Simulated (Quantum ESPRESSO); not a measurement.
## GaN under changes of volume

One of the cells (11.310 Å³/atom); the others are scaled copies at fixed shape and fractional positions:

```
CELL_PARAMETERS angstrom
3.18000 0.00000 0.00000
-1.59000 2.75396 0.00000
0.00000 0.00000 5.16600
ATOMIC_POSITIONS crystal
Ga 0.66667 0.33333 0.50000
Ga 0.33333 0.66667 0.00000
N 0.66667 0.33333 0.87500
N 0.33333 0.66667 0.37500
```

* Program: Quantum ESPRESSO 7.5
* Functional: LDA
* Potentials or basis: PseudoDojo 0.4.1 SR LDA stringent
* Cutoff: 1442 eV
* Density cutoff: 5769 eV
* k mesh: 10 × 10 × 5
* Occupations: fermi-dirac, width 0.05 eV
* Spin: no spin polarisation

| volume (Å³/atom) | energy over the lowest point (meV/atom) | pressure (GPa) | gap on the mesh (eV) | largest force (eV/Å) |
| --- | --- | --- | --- | --- |
| 10.632 | ? | ? | ? | ? |
| 10.858 | 2.35 | 2.2 | 2.28 | 0.138 |
| 11.084 | 0.00 | -2.1 | 2.14 | 0.132 |
| 11.310 | 3.47 | -5.9 | 2.00 | 0.127 |
| 11.537 | 12.13 | -9.4 | 1.86 | 0.121 |
| 11.763 | 25.43 | -12.5 | 1.73 | 0.116 |
| 11.989 | 42.88 | -15.2 | 1.60 | 0.111 |

Q: What does the run at 10.632 Å³/atom give?

A: Energy over the lowest point 11.11 meV/atom; pressure 7.0 GPa; gap on the mesh 2.42 eV; largest force 0.144 eV/Å.

Worked out: A Birch-Murnaghan fit of order 3 (a polynomial in V^(-2/3)) to the other rows has its minimum at 11.06 Å³/atom with B0 = V·E''(V) = 203 GPa and B' = 4.4 at fixed shape and positions, which overstates the stiffness. It gives 11.15 meV/atom at 10.632 Å³/atom, against the run's 11.11, and -dE/dV = 8.7 GPa, against 7.0. A straight line through the other rows of the gap, of slope -6.88 eV per unit of ln V (its deformation potential), extrapolates to 2.42 eV, against the run's 2.42.

Energies are extrapolated to zero smearing.

Spin-orbit coupling on Ga is left out.
